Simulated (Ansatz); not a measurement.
**V: strain energy, fitted**

V, Im-3m, a = 2.997 Å. Ansatz: PBE, PAW, 420 eV, Γ-centred 18×18×18 mesh on 2 atoms, Gaussian smearing 0.10 eV; no spin polarisation. Series: strain along c alone, the other axes held, atoms fixed by symmetry; x is the strain in per cent. y is the free energy over the unstrained cell, V0 = 13.462 Å³/atom.

| x (%) | y (meV/atom) |
| --- | --- |
| -6.0 | 44.59 |
| -4.0 | ? |
| -2.0 | 4.64 |
| 0.0 | 0.00 |
| 2.0 | 4.45 |
| 4.0 | 17.00 |
| 6.0 | 36.60 |

Task: Fit y = c2 x² + c3 x³ to the other rows, turn c2 into a modulus, and predict the missing energy.

Result: Least squares on the rows shown. y = 1.1285 x² − 0.018403 x³. In eV per unit strain² c2 is 11.29; this is C33 with relaxed ions (E = ½ C33 V0 ε²): 2 × 11.29 × 160.2 / (13.462) = 269 GPa. The unstrained cell keeps some stress along the strain, worth a slope of 0.04 meV/atom per %, which the form leaves out. At x = -4.0 the fit asked for gives 19.23 meV/atom. The run gave 19.29 meV/atom, so the fit is 0.06 meV/atom too low, within the rms miss on the fitted rows (0.07 meV/atom).

Cost: 7 runs of about 1.5 core-minutes in all, on Arm Neoverse V1 (shared hosts).